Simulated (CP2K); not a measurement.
## Ge under changes of volume

One of the cells (19.607 Å³/atom); the others are scaled copies at fixed shape and fractional positions:

```
Ge
1.0
     2.95207    0.00000    0.00000
    -1.62959    2.46153    0.00000
     0.00000    0.00000    2.69823
Ge
1
Direct
  0.50000 0.50000 0.00000
```

This isn't the form of Ge at room conditions, which is diamond.

```yaml
Program: CP2K 2026.2
Functional: PBEsol
Potentials_or_basis: POTENTIAL_UZH Ge GTH-PBE-q4; TZVP-MOLOPT-PBE-GTH basis
Density_cutoff: 6123 eV
k_mesh: 11 × 11 × 10
Occupations: fermi-dirac, width 0.05 eV
Spin: no spin polarisation
```

```csv
volume (Å³/atom),energy over the lowest point (meV/atom),pressure (GPa)
18.431,10.43,3.9
18.823,?,?
19.215,0.00,0.5
19.607,0.62,-0.9
19.999,4.58,-2.2
20.391,11.52,-3.4
20.783,21.13,-4.4
```

Question: What does the run at 18.823 Å³/atom give?

Answer: Energy over the lowest point 3.12 meV/atom; pressure 2.1 GPa.

Worked out: A Birch-Murnaghan fit of order 3 (a polynomial in V^(-2/3)) to the other rows has its minimum at 19.34 Å³/atom with B0 = V·E''(V) = 73 GPa and B' = 4.6 at fixed shape and positions, which overstates the stiffness. It gives 3.12 meV/atom at 18.823 Å³/atom, against the run's 3.12, and -dE/dV = 2.1 GPa, against 2.1.

Energies are extrapolated to zero smearing.

Caveats: the potentials were made for another functional, which shifts forces and pressure; the basis of atomic orbitals isn't converged, which shifts pressures, moduli and gaps.
